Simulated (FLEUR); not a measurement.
# Ti (Fm-3m) in FLEUR: a series of runs, part 2 of 2

FLEUR MaX-R8.1 (later development tree). Earlier steps stand in the parts before.

## Step 5: Equation of state, SCAN, 16.73 Å³/atom

File inp.xml:

```xml
<?xml version="1.0" encoding="UTF-8" standalone="no"?>
<fleurInput fleurInputVersion="0.39">
   <comment>
      Ti                                                                                                  
   </comment>
   <calculationSetup>
      <cutoffs Kmax="4.1" Gmax="12.7" GmaxXC="12.7" numbands="0"/>
      <scfLoop itmax="80" minDistance="0.0001" maxIterBroyd="30" imix="Anderson" alpha="0.05" precondParam="0.0" spinf="2.0" sdNocoIR="T"/>
      <coreElectrons ctail="F" frcor="F" kcrel="0" coretail_lmax="0"/>
      <xcFunctional name="LibXC" relativisticCorrections="F">
         <LibXCName exchange="mgga_x_scan" correlation="mgga_c_scan"/>
         <AuxGGA exchange="117" correlation="130"/>
      </xcFunctional>
      <magnetism jspins="1"/>
      <soc l_soc="F" theta="0.0" phi="0.0" spav="F"/>
      <expertModes spex="0" secvar="F"/>
      <geometryOptimization l_f="F" forcealpha="1.0" forcemix="BFGS" epsdisp="0.00001" epsforce="0.00001"/>
      <ldaU l_linMix="F" mixParam="0.05" spinf="1.0"/>
   </calculationSetup>
   <cell>
      <bzIntegration valenceElectrons="12.0" mode="hist" fermiSmearingEnergy="0.00183747">
         <kPointListSelection listName="default-1"/>
         <!-- k-points included here -->
         <xi:include xmlns:xi="http://www.w3.org/2001/XInclude" href="kpts.xml"> </xi:include>
      </bzIntegration>
      <!-- symmetry operations included here -->
      <xi:include xmlns:xi="http://www.w3.org/2001/XInclude" href="sym.xml"> </xi:include>
      <bulkLattice scale="1.0000000000">
         <bravaisMatrix>
            <row-1>    0.0000000000000000     3.8361440329379994     3.8361440329379994</row-1>
            <row-2>    3.8361440329379994     0.0000000000000000     3.8361440329379994</row-2>
            <row-3>    3.8361440329379994     3.8361440329379994     0.0000000000000000</row-3>
         </bravaisMatrix>
      </bulkLattice>
   </cell>
   <atomSpecies>
      <species name="Titanium (Ti)" element="Ti" atomicNumber="22">
         <mtSphere radius="2.46" gridPoints="829" logIncrement="0.015"/>
         <atomicCutoffs lmax="10" lnonsphr="10"/>
         <electronConfig flipSpins="F">
            <coreConfig>(1s1/2) (2s1/2) (2p1/2) (2p3/2)</coreConfig>
            <valenceConfig>(3s1/2) (3p1/2) (3p3/2) (4s1/2) (3d3/2) (3d5/2)</valenceConfig>
            <stateOccupation state="(3d3/2)" spinUp="0.400000" spinDown="0.400000"/>
            <stateOccupation state="(3d5/2)" spinUp="0.600000" spinDown="0.600000"/>
         </electronConfig>
         <energyParameters s="4" p="4" d="3" f="4"/>
         <lo type="SCLO" l="0" n="3" eDeriv="0"/>
         <lo type="SCLO" l="1" n="3" eDeriv="0"/>
         <lo type="SCLO" l="1" n="3" eDeriv="1"/>
         <lo type="SCLO" l="2" n="3" eDeriv="2"/>
         <lo type="SCLO" l="3" n="4" eDeriv="2"/>
      </species>
   </atomSpecies>
   <atomGroups>
      <atomGroup species="Titanium (Ti)">
         <relPos label="                   1">.0000000000 .0000000000 .0000000000</relPos>
         <force calculate="T" relaxXYZ="TTT"/>
      </atomGroup>
   </atomGroups>
   <output dos="F" band="F" slice="F">
      <checks vchk="F" cdinf="F"/>
      <bandDOS minEnergy="-.5*Htr" maxEnergy="0.5*Htr" sigma="0.015" storeEVData="T"/>
      <vacuumDOS vacdos="F" integ="F" star="F" nstars="0" locx1="0.0" locy1="0.0" locx2="0.0" locy2="0.0" nstm="0" tworkf="0.0"/>
      <unfoldingBand unfoldBand="F" supercellX="1" supercellY="1" supercellZ="1"/>
      <plotting iplot="0" polar="F">
         <plot TwoD="T" vec1="  1.0  0.0  0.0" vec2="  0.0  1.0  0.0" vec3="  0.0  0.0  1.0" zero="  0.0  0.0  0.0" file="plot"/>
      </plotting>
      <chargeDensitySlicing numkpt="0" minEigenval="0.0" maxEigenval="0.0" nnne="0" pallst="F"/>
      <specialOutput eonly="F"/>
      <moessbauerParams electricFieldGradient="T" isomerShift="T" coreHyperfine="T" valenceHyperfine="T"/>
      <magneticCircularDichroism mcd="F" energyLo="-10.0" energyUp="0.0"/>
   </output>
  <!-- We include the file relax.xml here to enable relaxations (see documentation) -->
  <xi:include xmlns:xi="http://www.w3.org/2001/XInclude" href="relax.xml"> <xi:fallback/> </xi:include>
</fleurInput>
```

Launch:

```
inpgen -f crystal.txt -profile fastHighL
# inp.xml edited to the form shown
fleur_MPI
```

Run time: 12 s. Hardware: 1 thread of Arm Neoverse V2, shared host; peak memory 0.09 GiB.

Results (log left out):

* Free energy: -23240.5421 eV
* Band gap on the k mesh: none (metal or under the smearing width)
* Valence electrons inside the program's atomic spheres: Ti 10.52 (radii Ti 2.46 bohr)

Caveat: the meta-GGA is that of a development version, with a GGA for the radial functions and cores and without core tails.

## Step 6: Equation of state, SCAN, 17.40 Å³/atom (volume scaled by 1.04)

inp.xml, as its differences from that of step 5:

```diff
@@ -27,3 +27,3 @@
       <xi:include xmlns:xi="http://www.w3.org/2001/XInclude" href="sym.xml"> </xi:include>
-      <bulkLattice scale="1.0000000000">
+      <bulkLattice scale="1.0131594038">
          <bravaisMatrix>
```

Potentials or basis: all-electron, FLAPW.

Launch:

```
inpgen -f crystal.txt -profile fastHighL
# inp.xml edited to the form shown
fleur_MPI
```

Wall time 14 s (1 thread of Arm Neoverse V2, shared host); peak memory 0.09 GiB.

Results (log left out):

* Free energy: -23240.5450 eV
* Band gap on the k mesh: none (metal or under the smearing width)
* Valence electrons inside the program's atomic spheres: Ti 10.46 (radii Ti 2.46 bohr)

Caveat: the meta-GGA is that of a development version, with a GGA for the radial functions and cores and without core tails.

## Step 7: Equation of state, SCAN, 17.73 Å³/atom (volume scaled by 1.06)

inp.xml, as its differences from that of step 6:

```diff
@@ -27,3 +27,3 @@
       <xi:include xmlns:xi="http://www.w3.org/2001/XInclude" href="sym.xml"> </xi:include>
-      <bulkLattice scale="1.0131594038">
+      <bulkLattice scale="1.0196128224">
          <bravaisMatrix>
```

Launch:

```
inpgen -f crystal.txt -profile fastHighL
# inp.xml edited to the form shown
fleur_MPI
```

Wall time 14 s (1 thread of Arm Neoverse V2, shared host); peak memory 0.09 GiB.

It converged, with:

- Free energy: -23240.5401 eV
- Band gap on the k mesh: none (metal or under the smearing width)
- Valence electrons inside the program's atomic spheres: Ti 10.43 (radii Ti 2.46 bohr)

Caveat: the meta-GGA is that of a development version, with a GGA for the radial functions and cores and without core tails.

## Step 8: Equation of state, SCAN

Potentials or basis: all-electron, FLAPW.

This step only gathers the single runs of the series.

Results:

```yaml
Equilibrium_volume: 17.17 Å³/atom
Bulk_modulus: 113 GPa
```

Energy against volume, from the lowest point:
```
volume (Å³/atom)  energy (meV/atom)
          15.727              47.88
          16.062              27.09
          16.731               2.89
          17.400               0.00
          17.735               4.92
```

Caveat: the meta-GGA is that of a development version, with a GGA for the radial functions and cores and without core tails.
